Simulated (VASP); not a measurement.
# BaHfO3 with LDA: from relaxation to properties, part 4 of 4

Aim: relax BaHfO3, then compute properties on the relaxed cell. The start is a computed cell from the Materials Project.

VASP 6.6.1; LDA; plane waves and PAW (Ba_sv, Hf_pv, O).

Still holding for the runs below: Spin-orbit coupling is off here; with elements this heavy it splits and shifts levels by tenths of an eV or more.

So far, gap on the k-mesh (eV): step 2 (relaxing cell and atoms (LDA)) 3.53; step 4 (single point with fields (LDA)) 3.53; step 6 (total and projected DOS (LDA)) 3.47; step 7 (field gradients at the nuclei (LDA)) 3.53. The relaxed cell has a = 4.123 Å (conventional setting).

## Step 8: Independent-particle dielectric function (LDA) (continued)

Parts of OUTCAR (step 8):

```text
   k-points           NKPTS =     56   k-points in BZ     NKDIM =     56   number of bands    NBANDS=     59

   NELECT =      38.0000    total number of electrons

 E-fermi :   2.5864

 k-point     1 :       0.0000    0.0000    0.0000
  band No.  band energies     occupation
    ...
     15       1.3369      2.00000
     16       1.3369      2.00000
     17       2.2206      2.00000
     18       2.2206      2.00000
     19       2.2206      2.00000
     20       5.8597      0.00000
     21       5.8597      0.00000
     22       5.8597      0.00000
     23       6.9840      0.00000
     24       6.9840      0.00000
    ...

  Total       -0.0336676     -0.0336676     -0.0336676      0.0000000     -0.0000000      0.0000000
  in kB       -0.7697175     -0.7697175     -0.7697175      0.0000000     -0.0000000      0.0000000
  external PRESSURE =      -0.7697175 kB  Pullay stress =       0.0000000 kB

  FREE ENERGIE OF THE ION-ELECTRON SYSTEM (eV)
  ---------------------------------------------------
  free  energy   TOTEN  =       -47.6554882614 eV

  energy  without entropy=      -47.6554882613  energy(sigma->0) =      -47.65548826

 plasma frequency squared (from intraband transitions) (eV^2)
  --------------------------------------------------------------------------------------
       0.000       0.000       0.000
       0.000       0.000       0.000
       0.000      -0.000       0.000

[... 11 parts as in an earlier step ...]

[... 6 further parts left out ...]
```

These are independent-particle spectra without excitons or local fields, and fine structure depends on the mesh and on CSHIFT.

This step gave:

* SCF cycles: 13
* bands: 59
* irreducible k-points: 56
* Fermi energy: 2.586 eV
* pressure: -0.07697 GPa
* valence top at k: 0.5, 0.5, 0.5
* gap on the k-mesh: 3.473 eV

The imaginary dielectric function, xx has structure finer than the step of the table below, so its rows give means over 1 eV, whole bins alone (the curve runs from 0 to 25.0 eV). Peaks (eV: height): 6.8: 8.14, 8.3: 4.85, 10.7: 5.98, 18.5: 3.36.

Table of imaginary dielectric function, xx by photon energy; means over each step:

photon energy (eV), imaginary dielectric function, xx and a bar:
```
        1       0.01 
        2       0.03 
        3       0.08 
        4       0.57 ###
        5       2.56 ############
        6       5.14 ########################
        7       6.42 ##############################
        8       4.29 ####################
        9       4.13 ###################
       10       5.04 ########################
       11       4.63 ######################
       12       2.26 ##########
       13       1.57 #######
       14       1.80 ########
       15       1.81 ########
       16       2.54 ############
       17       2.79 #############
       18       3.09 ##############
       19       2.98 ##############
       20       1.65 ########
       21       1.14 #####
       22       1.02 #####
       23       0.58 ###
       24       0.53 ##
```

The real dielectric function, xx by photon energy:

```csv
photon energy (eV),"real dielectric function, xx"
0,4.90
1,4.96
2,5.18
3,5.66
4,6.78
5,7.19
6,7.03
7,2.50
8,2.89
9,2.51
10,1.81
11,-0.449
12,-0.708
13,0.513
14,1.38
15,1.47
16,1.79
17,0.914
18,0.383
19,-0.142
20,-1.20
21,-0.407
22,-0.669
23,-0.184
24,-0.0176
```

The mean of ε2 over directions passes 5 % of its top at 3.93 eV, against a least direct gap of 3.64 eV on this mesh, so absorption sets in close to the direct gap.

## Step 9: Bands along the symmetry lines (LDA), changed input

This run is made with a changed input; what comes of it follows.

Input file INCAR:

```
SYSTEM = BaHfO3
PREC = Accurate
ENCUT = 520
EDIFF = 1E-06
NELM = 58
ISMEAR = 0
SIGMA = 0.05
LREAL = .FALSE.
ALGO = Normal
GGA = XX
NBANDS = 34
LASPH = .TRUE.
LORBIT = 11
LWAVE = .FALSE.
LCHARG = .FALSE.
KPAR = 4
```

Input file POSCAR:

```
BaHfO3
1.0
    4.1228475800      0.0000000000      0.0000000000
    0.0000000000      4.1228475800      0.0000000000
    0.0000000000      0.0000000000      4.1228475800
Ba Hf O
1 1 3
Direct
    0.5000000000      0.5000000000      0.5000000000
    0.0000000000      0.0000000000      0.0000000000
    0.0000000000      0.5000000000      0.0000000000
    0.5000000000      0.0000000000      0.0000000000
    0.0000000000      0.0000000000      0.5000000000
```

Input file KPOINTS:

```
Automatic mesh
0
Gamma
7 7 7
0 0 0
```

Input file KPOINTS_OPT:

```
Line mode
16
Line-mode
Reciprocal
  0.00000000   0.00000000   0.00000000 GAMMA
  0.00000000   0.50000000   0.00000000 X

  0.00000000   0.50000000   0.00000000 X
  0.50000000   0.50000000   0.00000000 M

  0.50000000   0.50000000   0.00000000 M
  0.00000000   0.00000000   0.00000000 GAMMA

  0.00000000   0.00000000   0.00000000 GAMMA
  0.50000000   0.50000000   0.50000000 R

  0.50000000   0.50000000   0.50000000 R
  0.00000000   0.50000000   0.00000000 X

  0.50000000   0.50000000   0.00000000 M
  0.50000000   0.50000000   0.50000000 R
```

Potentials, in the order of the species: Ba_sv, Hf_pv and O (LDA family, release 64).

The run is started by

```
> mpirun -np 4 vasp_std
```

The log of the run:

```text
[banner, memory and clock lines left out]
running    4 mpi-ranks, on    1 nodes
[...]
|                                                                             |
|     EEEEEEE  RRRRRR   RRRRRR   OOOOOOO  RRRRRR      ###     ###     ###     |
|     E        R     R  R     R  O     O  R     R     ###     ###     ###     |
|     E        R     R  R     R  O     O  R     R     ###     ###     ###     |
|     EEEEE    RRRRRR   RRRRRR   O     O  RRRRRR       #       #       #      |
|     E        R   R    R   R    O     O  R   R                               |
|     E        R    R   R    R   O     O  R    R      ###     ###     ###     |
|     EEEEEEE  R     R  R     R  OOOOOOO  R     R     ###     ###     ###     |
|                                                                             |
|     Error: One of the selected functionals does not exist.                  |
|                                                                             |
|       ---->  I REFUSE TO CONTINUE WITH THIS SICK JOB ... BYE!!! <----       |
|                                                                             |

1
1
1
1
```

It took 3.6 s on 4 MPI ranks of Intel Xeon 6975P-C (Granite Rapids), shared host.

The input was rejected at the start.

VASP's message: “Error: One of the selected functionals does not exist.”. No number of this run is used.

The fault in the input: unknown functional word (GGA = "XX"). Use a GGA word that VASP lists.

## Step 10: Summary of results

| Item | Value |
| --- | --- |
| relaxed volume | 14.02 Å³/atom |
| relaxed conventional cell a, b, c | 4.123, 4.123, 4.123 Å |
| space group after relaxing, within 0.02 Å | Pm-3m (No. 221) |
| band gap | 3.47 eV, indirect (least direct gap of that run 3.64 eV) |
| gap among the points of the DOS mesh alone, an upper bound | 3.47 eV |
| largest field gradient Vzz | -13.77 V/Å² on O3 |
| strongest peak of ε2, mean over directions | 6.75 eV |
| ε1 at zero frequency, no local fields, mean | 4.90 |

**Reading.** With LDA, BaHfO3 relaxes to 14.02 Å³/atom in space group Pm-3m and has an indirect gap of 3.47 eV. Band structure (LDA): On this path the gap is indirect, 3.47 eV, with the valence top at R and the conduction bottom at Γ. The least direct gap is 3.64 eV. Spin-orbit coupling is left out, and with elements this heavy it would split and shift bands near the edges, and it can change the kind of a small gap. No search among competing phases was made, and a listed structure need not be the one stable at ambient conditions. All values are for a static lattice at zero temperature.

[Lines on the potential files, build, host, timing and source positions are cut from VASP's logs without a mark.]

[Logs are printed without paths, hosts, clocks, repeated set-up lines and the standing remarks that a program may print on its own settings, such as how far it seeks lower states.]

[Hosts, paths, dates, database ids (printed as entryN), source tags and the programs' standing remarks are cut or masked in the printed files.]

[A measured line is paired with the nearest computed mode of its activity, which favours agreement.]
